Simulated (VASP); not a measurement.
# Rh: relaxation of cell and atoms with PBEsol

Rh:

```
Rh
1.0
     2.69235    0.00000    0.00000
    -1.34617    2.33164    0.00000
     0.00000    0.00000    4.39661
Rh
2
Direct
  0.33333 0.66667 0.25000
  0.66667 0.33333 0.75000
```

This isn't the form of Rh at room conditions, which is fcc.

```yaml
Program: VASP 6.6.1
Task: relaxation of cell and atoms
Functional: PBEsol
Potentials_or_basis: VASP PAW PBE potentials, release 64 (Rh_pv)
Cutoff: 600 eV
k_mesh: 18 × 18 × 10
Occupations: gaussian, width 0.1 eV
Spin: no spin polarisation
Further_INCAR_settings: ALGO = Normal; EDIFF = 1e-07; IBRION = 2; EDIFFG = -0.005; NSW = 90; ISIF = 3
```

```json
{"Relaxed volume": "13.54 Å³/atom", "Relaxed cell": "a = 2.688 Å, b = 2.688 Å, c = 4.328 Å, α = 90.00°, β = 90.00°, γ = 120.00°", "Space group after relaxing (to 0.05 Å)": "P6_3/mmc (No. 194)", "Energy gained by relaxing": "6.0 meV/atom", "Ionic steps": "9", "Pressure after relaxing": "0.0 GPa", "Band gap on the k mesh": "none (metal or under the smearing width)"}
```

The path:
| step | energy change (eV) | largest force (eV/Å) | pressure (GPa) | volume (Å³) |
| --- | --- | --- | --- | --- |
| 1 | 0.0000 | 0.0000 | -5.29 | 27.60 |
| 2 | 0.0486 | 0.0000 | 16.00 | 25.82 |
| 3 | -0.0105 | 0.0000 | 0.32 | 27.05 |
| 4 | -0.0105 | 0.0000 | 0.45 | 27.04 |
| 5 | -0.0119 | 0.0000 | 0.04 | 27.08 |
| 6 | -0.0119 | 0.0000 | 0.09 | 27.08 |
| 7 | -0.0119 | 0.0000 | 0.07 | 27.08 |
| 8 | -0.0119 | 0.0000 | -0.18 | 27.10 |
| 9 | -0.0119 | 0.0000 | 0.00 | 27.09 |

Final structure:
```
Rh
1.0
     2.68829    0.00000    0.00000
    -1.34414    2.32812    0.00000
     0.00000    0.00000    4.32807
Rh
2
Cartesian
  0.0000 1.5521 1.0820
  1.3441 0.7760 3.2461
```

Levels at points of the mesh, in eV from the Fermi level:
```
           k point  band 12  band 13  band 14  band 15  band 16  band 17  band 18  band 19
(0.00, 0.00, 0.00)    -2.59    -2.59    -2.01    -2.01     0.13     0.13     0.66     8.78
(0.50, 0.00, 0.00)    -2.31    -2.29     0.41     0.66     0.74     3.03     5.16    10.38
(0.00, 0.00, 0.50)    -3.26    -3.26    -3.26    -0.46    -0.46    -0.46    -0.46    14.87
(0.50, 0.00, 0.50)    -1.76    -0.36    -0.36     0.61     0.61     2.63     2.63     9.42
```

It took 3.2 min on 1 thread of Intel(R) Xeon(R) 6975P-C (Granite Rapids), with other jobs on the host, peak memory 0.25 GiB.

Caveat: the PAW data sets were made with another functional, which shifts forces and pressure a little.
